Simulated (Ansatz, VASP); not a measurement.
**One calculation of AlN, two programs**

```
Al N
1.0
     2.16504    2.16504    0.00000
    -2.16504    2.16504    0.00000
     0.00000    2.16504    2.16504
Al N
1 1
Cartesian
  0.0000 0.0000 0.0000
  -1.0825 3.2476 1.0825
```

Alike in both runs: functional PBEsol; k mesh 10 × 10 × 10; no spin polarisation.

Ansatz relaxed the structure, and its values are those at the end. VASP's run is a single point on that final structure, the one shown.

```csv
,VASP,Ansatz
version,VASP 6.6.1,Ansatz 0.2.0
potentials or method,"VASP PAW PBE potentials, release 64 (Al, N)","PAW with Ansatz's default frozen-core files, scalar-relativistic"
plane-wave cutoff (eV),520,420
occupations,"gaussian, width 0.01 eV",fixed
valence electrons in the cell,8,8
```

```tsv
	VASP	Ansatz	Ansatz less VASP
pressure (GPa)	7.0	7.0	-0.03
```

Caveats: the PAW data sets were made with another functional, which shifts forces and pressure a little (VASP). A k mesh can miss the band edges.
